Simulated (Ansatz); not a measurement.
Here is an unrelaxed guess for Al₂Cu.

```cif
data_structure
_symmetry_space_group_name_H-M 'Fmmm'
_symmetry_Int_Tables_number 69
_cell_length_a 3.0844
_cell_length_b 4.3620
_cell_length_c 13.0861
_cell_angle_alpha 90.000
_cell_angle_beta 90.000
_cell_angle_gamma 90.000
_cell_volume 176.07
loop_
_atom_site_label
_atom_site_type_symbol
_atom_site_symmetry_multiplicity
_atom_site_Wyckoff_symbol
_atom_site_fract_x
_atom_site_fract_y
_atom_site_fract_z
_atom_site_occupancy
Al1 Al 8 i 0.50000 0.00000 0.33333 1
Cu1 Cu 4 b 0.50000 0.00000 0.00000 1
```

Method: DFT PBE, scalar-relativistic, plane waves, PAW (Ansatz 0.2.0). Plane waves to 420 eV, a k mesh through Γ of 8×8×8 on the computed 3-atom cell and Gaussian smearing (0.10 eV); no spin polarisation.

The zero of energy is the elements' standard structures at the same level; no fitted shifts are applied.

Problem. What does a single point on this coarse mesh give?

Solution. The pressure is 1.5 GPa (the mean over three directions, positive in compression), the largest force is 0.98 eV/Å, and the energy is +0.08 eV/atom against the elements. The shortest distance is 2.67 Å.

Problem. Is it a good guess?

Solution. A fair one: relaxing gains about 0.17 eV/atom (the start's value is from the coarse mesh, so the gain is rough) in 30 ionic steps and ends at −0.09 eV/atom on the finer mesh. The symmetry goes from Fmmm (No. 69) to I4/mmm (No. 139). The volume per atom stays near 14.7 Å³. The shortest distance goes from 2.67 Å (Al–Cu, Al–Al and Cu–Cu) to 2.64 Å (Al–Cu). Conventional cell: a = 2.784 Å, c = 11.361 Å. Al is surrounded by 4 Cu at 2.64 Å and 8 Al at 2.78–2.93 Å; Cu has 8 Al at 2.64 Å and 4 Cu at 2.78 Å.

The last run used an 18×18×18 mesh for its 3-atom cell and Gaussian smearing of 0.10 eV. The relaxation can't lower the symmetry of the start, and the grade says only how near the guess is to its own end. Symmetry constrained the relaxation, so the result can be a saddle point.
